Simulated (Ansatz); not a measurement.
Pt: symmetry broken, then relaxed

These are results of DFT PBEsol, scalar-relativistic, plane waves, PAW (Ansatz), not measurements. The runs took a 420 eV cutoff, a Γ-centred 14×14×14 mesh and Gaussian smearing (0.15 eV). Spin–orbit coupling is left out, which can shift energies with elements as heavy as these. No spin polarisation. Energies are free energies at this smearing, counted from the undisturbed cell; pressure is positive in compression.

Zero of the scan (relaxed at this level):

```yaml
crystal:
  lattice:
    - [0.00000, 1.95903, 1.95903]
    - [1.95903, 0.00000, 1.95903]
    - [1.95903, 1.95903, 0.00000]
  atoms:
    - { symbol: Pt, position: [0.00000, 0.00000, 0.00000] }
```

The cell is strained by (0.0092, -0.0076, -0.0016, -0.0029, 0.0141, -0.0120) (xx, yy, zz, yz, xz, xy; engineering shear). The atoms are then relaxed in that fixed cell.

**Question.** How much of the energy do the atoms recover?

**Answer.** The disturbance cost 2.0 meV/atom, and 2.0 meV/atom remain in the strained cell. The final space group reads C2/m (tolerance 0.05 Å).

Final structure:

```
Pt
1.0
     0.00210    1.94123    1.95306
     1.99096   -0.01460    1.96975
     1.96536    1.93232    0.01100
Pt
1
Direct
  0.00000 0.00000 0.00000
```

The relaxation, step by step (energy from the first step):

```
step  ΔE (meV/atom) largest force component (eV/Å) pressure (GPa)
   1            0.0                           0.000             n/a
```